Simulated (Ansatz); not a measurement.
**ScAlN2: energy against volume in PBE, exact exchange and the RPA**

The task here is to estimate one member of a computed series from the others.

The runs shown are made with Ansatz 0.2.0. PBE orbitals, norm-conserving pseudopotentials, plane waves. Simulation only: spin-unpolarised, and no claim that this is the phase found in nature.

## Starting point

The cell was relaxed beforehand with r2SCAN; volume changes: +0 %, -5 %, +5 %, -10 %, +10 %.

The symmetry is P4/mmm (No. 123, tetragonal); conventional cell a = 3.045 Å, c = 4.319 Å, 10.01 Å³ an atom. Around Sc lie 6 N at 2.15–2.16 Å; around N lie 4 Al at 2.15 Å and 2 Sc at 2.16 Å; around Al lie 6 N at 2.15–2.16 Å; around N lie 4 Sc at 2.15 Å and 2 Al at 2.16 Å.

The structure in full:

Space group P4/mmm (No. 123). a = 3.045 Å, b = 3.045 Å, c = 4.319 Å, α = 90.00°, β = 90.00°, γ = 90.00°
```
atom  site  symmetry       x       y       z
  Sc    1a     4/mmm  0.0000  0.0000  0.0000
   N    1b     4/mmm  0.0000  0.0000  0.5000
  Al    1d     4/mmm  0.5000  0.5000  0.5000
   N    1c     4/mmm  0.5000  0.5000  0.0000
```

The first run:

File input.yaml:

```yaml
crystal:
  lattice:
    - [3.0446085504, 0.0, 0.0]
    - [0.0, 3.0446085504, 0.0]
    - [0.0, 0.0, 4.3189807924]
  atoms:
    - { symbol: Sc, position: [0.0, 0.0, 0.0] }
    - { symbol: "N", position: [0.0, 0.0, 0.5] }
    - { symbol: Al, position: [0.5, 0.5, 0.5] }
    - { symbol: "N", position: [0.5, 0.5, 0.0] }
kpoints:
  mp_grid: { grid: [4, 4, 4] }
hamiltonian:
  xc: pbe
  pseudopotentials: { kind: nc }
scf:
  occupations: { method: fixed }
output:
  rpa_energy:
    ecut_chi_ladder: [153, 171, 190, 211, 231]
    long_wavelength: optical_limit
  write_density: true
  write_potential: true
  elf: true
  volumetric_format: npy
basis:
  ecutwfc: 1240.0
```

Steps of the session up to this table: The unscaled cell; Volume -5 %; Volume +5 %; Volume -10 %; Volume +10 %.

One table of the session follows, with a row left open; its other results are not shown here.

Energies in meV/atom from the unscaled cell:

```
volume (Å³/atom)    PBE  exact exchange  EXX+RPA  RPA correlation
           9.008  110.8           102.2     91.7            -10.5
           9.508   32.2            24.4     25.6              1.2
          10.009    0.0             0.0      0.0              0.0
          10.509      ?               ?        ?                ?
          11.010   35.8            67.6     56.6            -10.9
```

Q: Estimate the row for volume (Å³/atom) = 10.509 from the others.

Worked estimate for «PBE». A straight line through the neighbours (10.009, 0.0) and (11.010, 35.8) gives 0.0 + (35.8 − 0.0) × (10.509 − 10.009) / (11.010 − 10.009) = 17.9; a parabola fitted to 3 rows on both sides gives 1.2.

**Answer.** PBE: 3.9; exact exchange: 17.4; EXX+RPA: 12.8; RPA correlation: -4.5. In «PBE» the line misses by +14.0 and the parabola by -2.7.
